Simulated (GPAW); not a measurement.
Hf:

```
CELL_PARAMETERS angstrom
4.96233 0.00000 0.00000
-2.48116 4.29750 0.00000
0.00000 0.00000 3.08623
ATOMIC_POSITIONS crystal
Hf 0.00000 0.00000 0.00000
Hf 0.33333 0.66667 0.50000
Hf 0.66667 0.33333 0.50000
```

This isn't the form of Hf at room conditions, which is hcp.

Base run:

| Quantity | Value |
| --- | --- |
| Program | GPAW 26.7.0 |
| Functional | PBEsol |
| Potentials or basis | PAW data sets generated in the run's folder for this functional |
| Cutoff | 600 eV |
| Basis | pw |
| k mesh | 5 × 5 × 7 |
| Occupations | fermi-dirac, width 0.05 eV |
| Spin | no spin polarisation |

Its results: pressure -2.5 GPa.

**Question.** The run is repeated on the same cell with these changes: functional from PBEsol to LDA; potentials or basis from PAW data sets generated in the run's folder for this functional to the program's PAW data sets (release 1.2.1) made for this functional. What comes out?

**Answer.** Pressure -6.6 GPa.

Not every run made on this cell is shown here.
